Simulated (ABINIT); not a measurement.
# Br (Cmce) in ABINIT: band structure with TB-mBJ

Aim: the band structure of Br with TB-mBJ.

All numbers are computed with ABINIT 10.8.3 (patched build); they aren't measurements. Logs are shortened: lines on timing, memory, paths and dates and some standing lists are left out, and cuts for length are marked. The log counts tension as positive stress, the text compression.

**1. The crystal as given**

Symmetry: Cmce, No. 64, orthorhombic system. The conventional cell has a = 6.726 Å, b = 4.645 Å, c = 8.702 Å, α = 90.00°, β = 90.00°, γ = 90.00°. Br (site symmetry m) is surrounded by 1 Br at 2.29 Å.

**2. Band structure, TB-mBJ**

File run.abi:

```
ndtset 2

pp_dirpath "./"
pseudos "Br.LDA_PW-JTH.xml"

acell 3*1.0
rprim
     6.3556213886    -4.3889834107     0.0000000000
     6.3556213886     4.3889834107     0.0000000000
     0.0000000000     0.0000000000    16.4449636543
ntypat 1
znucl 35
natom 4
typat 1 1 1 1
xcart
     6.3556213886     1.1841477242     6.4151803216
     6.3556213886     3.2048356865    14.6376621487
     6.3556213886    -1.1841477242    10.0297833328
     6.3556213886    -3.2048356865     1.8073015056
chkprim 0
chksymtnons 0
tolsym 1.0e-6

ecut 18.0
pawecutdg 36.0

ixc -208012
usekden 1
pawxcdev 0

occopt 3
tsmear 0.00183747

nstep 100
diemix 0.3
optforces 0
optstress 0

iomode 3
prtwf 0
prteig 0
prtebands 0
prtden1 1
prtkden1 1

kptopt1 1
ngkpt1 7 7 3
nshiftk1 1
shiftk1 0.0 0.0 0.0
nband1 18
tolvrs1 1.0e-7

iscf2 -2
getden2 1
getkden2 1
nband2 24
nbdbuf2 4
tolwfr2 1.0e-11
kptopt2 -11
ndivsm2 5
prteig2 1
prtvol2 -3
kptbounds2
     0.0000000000     0.0000000000     0.0000000000
     0.3692207505    -0.3692207505     0.0000000000
     0.0000000000    -0.5000000000     0.0000000000
     0.0000000000    -0.5000000000    -0.5000000000
     0.3692207505    -0.3692207505    -0.5000000000
     0.0000000000     0.0000000000    -0.5000000000
     0.0000000000     0.0000000000     0.0000000000
    -0.5000000000    -0.5000000000     0.0000000000
    -0.3692207505    -0.6307792495     0.0000000000
    -0.3692207505    -0.6307792495    -0.5000000000
    -0.5000000000    -0.5000000000    -0.5000000000
    -0.5000000000    -0.5000000000     0.0000000000
```

Potentials or basis: JTH PAW LDA v2.0.

On the command line:

```sh
mpirun --bind-to none -np 4 abinit run.abi > log 2>&1
```

run.abo:

```text
.Version 10.8.3 of ABINIT
 DATASET    1 : space group Cm c a (# 64); Bravais oC (1-face-center ortho.)
================================================================================
 Values of the parameters that define the memory need for DATASET  1.
     intxc =       0    ionmov =       0      iscf =       7    lmnmax =       8
     lnmax =       4     mgfft =      64  mpssoang =       2    mqgrid =    4442
     natom =       4  nloc_mem =       2    nspden =       1   nspinor =       1
    nsppol =       1      nsym =       8    n1xccc =       1    ntypat =       1
    occopt =       3   xclevel =       2
       mpw =        3374          nfft =       57600          nkpt =          32
Pmy_natom=         1
 PAW method is used; the additional fine FFT grid is defined by:
   mgfftf=        90    nfftf =    182250
================================================================================
================================================================================

 DATASET    2 : space group Cm c a (# 64); Bravais oC (1-face-center ortho.)
================================================================================
 Values of the parameters that define the memory need for DATASET  2.
     intxc =       0    ionmov =       0      iscf =      -2    lmnmax =       8
     lnmax =       4     mgfft =      64  mpssoang =       2    mqgrid =    4442
     natom =       4  nloc_mem =       2    nspden =       1   nspinor =       1
    nsppol =       1      nsym =       8    n1xccc =       1    ntypat =       1
    occopt =       3   xclevel =       2
       mpw =        3392          nfft =       57600          nkpt =          88
Pmy_natom=         1
 PAW method is used; the additional fine FFT grid is defined by:
   mgfftf=        90    nfftf =    182250
================================================================================
================================================================================

--------------------------------------------------------------------------------
------------- Echo of variables that govern the present computation ------------
--------------------------------------------------------------------------------
 -outvars: echo values of preprocessed input variables --------
            acell      1.0000000000E+00  1.0000000000E+00  1.0000000000E+00 Bohr
              amu      7.99040000E+01
          chkprim           0
      chksymtnons           0
           diemix      3.00000000E-01
             ecut      1.80000000E+01 Hartree
           getden1          0
           getden2          1
          getkden1          0
          getkden2          1
             iscf1          7
             iscf2         -2
              ixc     -208012
           jdtset        1    2
           kptopt1          1
           kptopt2        -11
         kptrlatt        7    0    0      0    7    0      0    0    3
          kptrlen1     4.93348910E+01
          kptrlen2     3.00000000E+01
            natom           4
            nband1         18
            nband2         24
           nbdbuf1          0
           nbdbuf2          4
           ndtset           2
           ndivsm1          0
           ndivsm2          5
            ngfft          30      30      64
          ngfftdg          45      45      90
             nkpt1         32
             nkpt2         88
            nstep         100
             nsym           8
           ntypat           1
           occopt           3
        optforces           0
        optstress           0
        pawecutdg      3.60000000E+01 Hartree
         pawxcdev           0
        prtebands           0
           prteig1          0
           prteig2          1
          prtkden           1
           prtvol1          0
           prtvol2         -3
            prtwf           0
            rprim      6.3556213886E+00 -4.3889834107E+00  0.0000000000E+00
                       6.3556213886E+00  4.3889834107E+00  0.0000000000E+00
                       0.0000000000E+00  0.0000000000E+00  1.6444963654E+01
           shiftk1     0.00000000E+00  0.00000000E+00  0.00000000E+00
           shiftk2     5.00000000E-01  5.00000000E-01  5.00000000E-01
[... 970 lines left out ...]
  3.29E-12  9.86E-12  3.70E-12  9.78E-12  3.66E-09  2.30E-07  7.48E-08  1.64E-05
 -6.2919E-01 -6.2085E-01 -5.2552E-01 -5.0860E-01 -2.1824E-01 -1.9806E-01
 -1.7513E-01 -1.5353E-01 -1.4702E-01 -1.3709E-01 -9.5602E-02 -9.2626E-02
 -6.8793E-02 -5.8171E-02  4.1582E-02  5.4378E-02  2.6771E-01  2.7704E-01
  2.9110E-01  3.0097E-01  3.7398E-01  4.0035E-01  4.0543E-01  4.3051E-01

Result for kinetic energy density :

--------------------------------------------------------------------------------
 Total kinetic energy density [Ha/Bohr^3]
)     Maximum=    3.8928E-01  at reduced coord.    0.3778    0.6222    0.4000
)     Minimum=    6.2352E-04  at reduced coord.    0.2444    0.4889    0.1222
   Integrated=    1.9240E+01
--------------------------------------------------------------------------------

--- !ResultsGS
iteration_state: {dtset: 2, }
comment   : Summary of ground state results
lattice_vectors:
- [  6.3556214,  -4.3889834,   0.0000000, ]
- [  6.3556214,   4.3889834,   0.0000000, ]
- [  0.0000000,   0.0000000,  16.4449637, ]
lattice_lengths: [   7.72380,    7.72380,   16.44496, ]
lattice_angles: [ 90.000,  90.000,  69.255, ] # degrees, (23, 13, 12)
lattice_volume:   9.1745521E+02
convergence: {deltae:  0.000E+00, res2:  0.000E+00, residm:  9.993E-12, diffor:  0.000E+00, }
etotal    :  -4.14096835E+01
entropy   :   0.00000000E+00
fermie    :  -7.65712521E-03
cartesian_stress_tensor: null
pressure_GPa: null
xred      :
- [  3.6510E-01,   6.3490E-01,   3.9010E-01, Br]
- [  1.3490E-01,   8.6510E-01,   8.9010E-01, Br]
- [  6.3490E-01,   3.6510E-01,   6.0990E-01, Br]
- [  8.6510E-01,   1.3490E-01,   1.0990E-01, Br]
cartesian_forces: null
force_length_stats: {min: null, max: null, mean: null, }
...

 Integrated electronic density in atomic spheres:
 ------------------------------------------------
 Atom  Sphere_radius  Integrated_density
    1        2.20919          4.94957269
    2        2.20919          4.95103520
    3        2.20919          4.94957269
    4        2.20919          4.95103520

================================================================================

 ----iterations are completed or convergence reached----

 Mean square residual over all n,k,spin=   43.963E-13; max=  99.925E-13
 reduced coordinates (array xred) for    4 atoms
       0.365100000001      0.634899999999      0.390100000002
       0.134899999999      0.865100000001      0.890100000002
       0.634899999999      0.365100000001      0.609900000001
       0.865100000001      0.134899999999      0.109900000001

 cartesian coordinates (angstrom) at end:
    1      3.36324999769313     0.62662398956418     3.39476722770782
    2      3.36324999769313     1.69592600883394     7.74591722474779
    3      3.36324999769313    -0.62662398956418     5.30753276639858
    4      3.36324999769313    -1.69592600883394     0.95638276935861
 length scales=  1.000000000000  1.000000000000  1.000000000000 bohr
              =  0.529177210544  0.529177210544  0.529177210544 angstroms
 Eigenvalues (hartree) for nkpt=  88  k points:
 kpt#   1, nband= 24, wtk=  1.00000, kpt=  0.0000  0.0000  0.0000 (reduced coord)
  -0.63634   -0.62576   -0.53102   -0.50838   -0.22440   -0.19074   -0.13384   -0.13025
  -0.11883   -0.11707   -0.08609   -0.06748   -0.05983   -0.05969    0.04058    0.06458
   0.24656    0.25574    0.26982    0.32256    0.33368    0.34860    0.36498    0.37204
 kpt#   2, nband= 24, wtk=  1.00000, kpt=  0.0264 -0.0264  0.0000 (reduced coord)
  -0.63621   -0.62574   -0.53091   -0.50856   -0.22441   -0.19107   -0.13464   -0.13088
  -0.11903   -0.11751   -0.08526   -0.06704   -0.05998   -0.05984    0.04056    0.06443
   0.24779    0.25641    0.27215    0.32231    0.33322    0.34908    0.35984    0.37336
 kpt#   3, nband= 24, wtk=  1.00000, kpt=  0.0527 -0.0527  0.0000 (reduced coord)
  -0.63578   -0.62567   -0.53060   -0.50907   -0.22443   -0.19209   -0.13670   -0.13255
  -0.11963   -0.11882   -0.08310   -0.06602   -0.06080   -0.05990    0.04066    0.06406
   0.25139    0.25888    0.27851    0.32063    0.33324    0.35055    0.35207    0.37747
 kpt#   4, nband= 24, wtk=  1.00000, kpt=  0.0791 -0.0791  0.0000 (reduced coord)
  -0.63509   -0.62557   -0.53006   -0.50989   -0.22445   -0.19381   -0.13926   -0.13479
  -0.12096   -0.12063   -0.08035   -0.06506   -0.06213   -0.05996    0.04122    0.06361
   0.25704    0.26379    0.28790    0.31676    0.33560    0.34497    0.35299    0.38404
 kpt#   5, nband= 24, wtk=  1.00000, kpt=  0.1055 -0.1055  0.0000 (reduced coord)
[... 321 lines left out ...]
  -0.14228   -0.13489   -0.09103   -0.08649   -0.07593   -0.06501    0.04281    0.05040
   0.28123    0.29142    0.30869    0.31118    0.34827    0.36111    0.40896    0.42240
 kpt#  86, nband= 24, wtk=  1.00000, kpt= -0.5000 -0.5000 -0.2000 (reduced coord)
  -0.62848   -0.62175   -0.52385   -0.51019   -0.21684   -0.20081   -0.17362   -0.15654
  -0.14476   -0.13562   -0.09221   -0.09120   -0.07217   -0.06132    0.04204    0.05245
   0.27391    0.28428    0.29950    0.30561    0.35920    0.37983    0.41395    0.42080
 kpt#  87, nband= 24, wtk=  1.00000, kpt= -0.5000 -0.5000 -0.1000 (reduced coord)
  -0.62901   -0.62109   -0.52509   -0.50902   -0.21789   -0.19879   -0.17475   -0.15434
  -0.14643   -0.13663   -0.09443   -0.09257   -0.06967   -0.05898    0.04168    0.05387
   0.26928    0.27896    0.29329    0.30215    0.36908    0.39709    0.40496    0.42900
 kpt#  88, nband= 24, wtk=  1.00000, kpt= -0.5000 -0.5000  0.0000 (reduced coord)
  -0.62919   -0.62085   -0.52552   -0.50860   -0.21824   -0.19806   -0.17513   -0.15353
  -0.14702   -0.13709   -0.09560   -0.09263   -0.06879   -0.05817    0.04158    0.05438
   0.26771    0.27704    0.29110    0.30097    0.37398    0.40035    0.40543    0.43051

== END DATASET(S) ==============================================================
================================================================================

 -outvars: echo values of variables after computation  --------
            acell      1.0000000000E+00  1.0000000000E+00  1.0000000000E+00 Bohr
           etotal1    -4.1409683483E+01
            fcart1     9.9999999999E+99  9.9999999999E+99  9.9999999999E+99
                       9.9999999999E+99  9.9999999999E+99  9.9999999999E+99
                       9.9999999999E+99  9.9999999999E+99  9.9999999999E+99
                       9.9999999999E+99  9.9999999999E+99  9.9999999999E+99
            rprim      6.3556213886E+00 -4.3889834107E+00  0.0000000000E+00
                       6.3556213886E+00  4.3889834107E+00  0.0000000000E+00
                       0.0000000000E+00  0.0000000000E+00  1.6444963654E+01
           strten1     9.9999999999E+99  9.9999999999E+99  9.9999999999E+99
                       9.9999999999E+99  9.9999999999E+99  9.9999999999E+99
           xangst      3.3632499977E+00  6.2662398956E-01  3.3947672277E+00
                       3.3632499977E+00  1.6959260088E+00  7.7459172247E+00
                       3.3632499977E+00 -6.2662398956E-01  5.3075327664E+00
                       3.3632499977E+00 -1.6959260088E+00  9.5638276936E-01
             xred      3.6510000000E-01  6.3490000000E-01  3.9010000000E-01
                       1.3490000000E-01  8.6510000000E-01  8.9010000000E-01
                       6.3490000000E-01  3.6510000000E-01  6.0990000000E-01
                       8.6510000000E-01  1.3490000000E-01  1.0990000000E-01
 Calculation completed.
```

Wall time 4.3 min (4 MPI ranks of Arm Neoverse V1, shared host); peak memory 0.68 GiB.

Results:

| Quantity | Value |
| --- | --- |
| Band gap on the k mesh | 2.69 eV, indirect (least direct gap 2.72 eV) |
| Band gap along the path | 2.67 eV, indirect (least direct gap 2.71 eV) |

Levels at the corners of the path, in eV from the valence-band top:
```
point  band 12  band 13  band 14  band 15  band 16  band 17
    Γ    -0.27    -0.06    -0.06     2.67     3.33     8.28
    X    -0.72    -0.23    -0.02     2.85     3.08     9.41
    S    -0.59    -0.19    -0.19     3.17     3.17     8.91
    R    -0.40     0.00     0.00     3.00     3.00     9.24
    A    -0.42    -0.39    -0.39     2.95     2.95    10.04
    Z    -0.66    -0.06    -0.06     2.94     2.94     8.71
    Γ    -0.27    -0.06    -0.06     2.67     3.33     8.28
    Y    -0.95    -0.30    -0.01     2.70     3.05     8.85
   X1    -0.72    -0.23    -0.02     2.85     3.08     9.41
   A1    -0.42    -0.39    -0.39     2.95     2.95    10.04
    T    -0.74    -0.48    -0.48     2.82     2.82     9.64
    Y    -0.95    -0.30    -0.01     2.70     3.05     8.85
```

Caveat: the constant c of TB-mBJ comes from the pseudo density here, which moves gaps by up to 0.3 eV between sets of potentials; the PAW data sets were made with another functional, which shifts forces and pressure a little; the atomic spheres overlap.
